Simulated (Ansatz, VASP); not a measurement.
## Ti: VASP beside Ansatz

File POSCAR:

```
Ti
1.0
    0.0000000000      2.0131979738      2.0131979738
    2.0131979738      0.0000000000      2.0131979738
    2.0131979738      2.0131979738      0.0000000000
Ti
1
Direct
    0.0000000000      0.0000000000      0.0000000000
```

File INCAR.step1:

```
PREC     = Accurate       # precision mode
ENCUT    = 520            # plane-wave cutoff, eV
ISMEAR   = 0              # smearing method
SIGMA    = 0.1            # smearing width, eV
LREAL    = F              # projectors in reciprocal space
LASPH    = T              # aspherical terms in the spheres
NELM     = 60             # most SCF steps
NBANDS   = 12             # bands
GGA      = PE             # functional
ALGO     = Normal         # electronic algorithm
EDIFF    = 1E-4           # SCF threshold, eV
LWAVE    = T              # write WAVECAR
LCHARG   = F              # write CHGCAR
```

INCAR.step2

```
PREC     = Accurate       # precision mode
ENCUT    = 520            # plane-wave cutoff, eV
EDIFF    = 1E-7           # SCF threshold, eV
ISMEAR   = 0              # smearing method
SIGMA    = 0.1            # smearing width, eV
LREAL    = F              # projectors in reciprocal space
LASPH    = T              # aspherical terms in the spheres
NELM     = 60             # most SCF steps
ALGO     = Normal         # electronic algorithm
ISIF     = 2              # what is computed and relaxed
LWAVE    = F              # write WAVECAR
LCHARG   = F              # write CHGCAR
METAGGA  = R2SCAN         # meta-GGA
LMIXTAU  = T            
NBANDS   = 12             # bands
ISTART   = 1
```

KPOINTS

```
Automatic mesh
0
Gamma
  18 18 18
```

Input for Ansatz:

```yaml
crystal:
  lattice:
    - [0.0, 2.0131979729, 2.0131979729]
    - [2.0131979729, 0.0, 2.0131979729]
    - [2.0131979729, 2.0131979729, 0.0]
  atoms:
    - { symbol: Ti, position: [0.0, 0.0, 0.0] }
basis:
  ecutwfc: 500
kpoints:
  mp_grid: { grid: [18, 18, 18] }
hamiltonian:
  xc: r2scan
scf:
  occupations: { method: gaussian, width: 0.1 }
output:
  forces: true
  stress: true
  eigenvalues: true
```

Alike in both runs: task single point; functional r2SCAN; k mesh 18 × 18 × 18; occupations gaussian, width 0.1 eV; no spin polarisation.

|  | VASP | Ansatz |
| --- | --- | --- |
| version | VASP 6.6.1 | Ansatz 0.2.0 |
| potentials or method | VASP PAW PBE potentials, release 64 (Ti_sv) | scalar-relativistic, plane waves, PAW |
| plane-wave cutoff (eV) | 520 | 500 |
| valence electrons in the cell | 12 | 12 |

```tsv
	VASP	Ansatz	Ansatz less VASP
gap on the k mesh at the Fermi level (eV)	none	none	-
pressure (GPa)	8.1	7.6	-0.48
```

A gap of «none» marks a metal or a gap that the smearing closes.

Caveats: the PAW data sets were made with another functional, which shifts forces and pressure a little (VASP).
